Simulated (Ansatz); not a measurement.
# Structure types of Na compared at 1.4 GPa

Structure types of Na are relaxed in primitive cells with their symmetry kept at 1.4 GPa, first on PAW files, then by LAPW. The enthalpy is E + pV at zero temperature, without zero-point motion. Only the types listed were tried, and differences under about 5 meV/atom are mesh noise.

Level of theory: DFT with PBE, scalar-relativistic, in Ansatz 0.2.0; Fermi–Dirac smearing of 0.08 eV, no spin polarisation. LAPW: all electrons, basis error target 0.5 meV/atom; PAW: frozen-core files, cutoff 420 eV.

k meshes: fcc 13×13×13, bcc 14×14×14, hcp 12×12×7, beta tin 13×13×13, diamond 10×10×10, sc 12×12×12.

Problem. Which type is lowest in enthalpy, and by how much?

Solution. bcc, 0 meV/atom below hcp, which is within the noise of the k meshes. The whole table:

```json
{"start type": "fcc", "ends as": "fcc, Fm-3m", "a, b, c (Å)": "5.056, 5.056, 5.056", "V (Å³/atom)": "32.31", "H − H(lowest), LAPW (meV/atom)": "2.9", "same, PAW": "3.0"}
{"start type": "bcc", "ends as": "bcc, Im-3m", "a, b, c (Å)": "4.007, 4.007, 4.007", "V (Å³/atom)": "32.17", "H − H(lowest), LAPW (meV/atom)": "0.0", "same, PAW": "0.0"}
{"start type": "hcp", "ends as": "hcp, P6_3/mmc", "a, b, c (Å)": "3.578, 3.578, 5.813", "V (Å³/atom)": "32.23", "H − H(lowest), LAPW (meV/atom)": "0.3", "same, PAW": "0.3"}
{"start type": "beta tin", "ends as": "beta tin, I4_1/amd", "a, b, c (Å)": "6.245, 6.245, 3.380", "V (Å³/atom)": "32.96", "H − H(lowest), LAPW (meV/atom)": "81.8", "same, PAW": "81.8"}
{"start type": "diamond", "ends as": "diamond, Fd-3m", "a, b, c (Å)": "6.876, 6.876, 6.876", "V (Å³/atom)": "40.64", "H − H(lowest), LAPW (meV/atom)": "441.1", "same, PAW": "441.3"}
{"start type": "sc", "ends as": "sc, Pm-3m", "a, b, c (Å)": "3.228, 3.228, 3.228", "V (Å³/atom)": "33.63", "H − H(lowest), LAPW (meV/atom)": "136.2", "same, PAW": "136.2"}
```
